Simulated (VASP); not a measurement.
MgS (strained zincblende): one r²SCAN single-point calculation in two programs

```
Mg S
1.0
     0.00000    2.84163    2.84163
     2.84163    0.00000    2.84163
     2.84163    2.84163    0.00000
Mg S
1 1
Cartesian
  0.0000 0.0000 0.0000
  1.4208 1.4208 1.4208
```

The two codes use different PAW datasets and cutoffs. VASP's cell holds 8 valence electrons and Ansatz's 16. Ansatz's stress includes a Pulay correction; VASP's doesn't.

Cutoffs: 520 eV in VASP, 500 eV in Ansatz. k meshes: 8×8×8 and 8×8×8.

|  | VASP | Ansatz |
| --- | --- | --- |
| gap between bands v and c | 4.07 eV | 4.08 eV |
| least direct gap | 4.07 eV | 4.08 eV |
| pressure | -0.9 GPa | -0.7 GPa |

Band v is the last that the valence electrons fill when counted band by band, and c is the next. Levels in eV from the top of v, Ansatz:

```tsv
point	v−1	v	c	c+1
Γ	0.00	0.00	4.08	8.55
X	-1.03	-1.03	4.33	6.24
K	-1.86	-0.81	5.31	7.57
L	-0.33	-0.33	5.76	8.18
W	-1.83	-1.31	5.97	8.63
```

VASP:

```tsv
point	v−1	v	c	c+1
Γ	0.00	0.00	4.07	8.56
X	-1.04	-1.04	4.33	6.24
K	-1.87	-0.81	5.31	7.58
L	-0.33	-0.33	5.75	8.20
W	-1.84	-1.31	5.98	8.63
```
